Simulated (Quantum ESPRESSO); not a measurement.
Ca:

```xyz
1
Lattice="-2.2052 2.2052 2.1961 2.2052 -2.2052 2.1961 2.2052 2.2052 -2.1961" Properties=species:S:1:pos:R:3 pbc="T T T"
Ca    0.0000    0.0000    2.1961
```

This isn't the form of Ca at room conditions, which is fcc.

| Quantity | Value |
| --- | --- |
| Program | Quantum ESPRESSO 7.5 |
| Task | single point |
| Functional | PBE |
| Potentials or basis | SSSP 1.3 efficiency PBE |
| Cutoff | 748 eV |
| Density cutoff | 5987 eV |
| k mesh | 9 × 9 × 9 |
| Occupations | fermi-dirac, width 0.05 eV |
| Spin | no spin polarisation |

On this cell: pressure -0.2 GPa; band gap on the k mesh none (metal or under the smearing width).

The same run follows on a disturbed copy (cell strained at random at fixed volume):

```
CELL_PARAMETERS angstrom
-2.20381 2.16290 2.16035
2.21237 -2.21105 2.21730
2.22688 2.23412 -2.20869
ATOMIC_POSITIONS crystal
Ca 0.50653 0.49482 0.99392
```

Task: What does the disturbed cell give?

Result: The energy (extrapolated to zero smearing) moves by +0.5 meV/atom; pressure -0.2 GPa; band gap on the k mesh none (metal or under the smearing width).

Stress tensor (GPa, compression positive):
```
-0.18 -0.12 -0.06
-0.12 -0.22  0.21
-0.06  0.21 -0.21
```
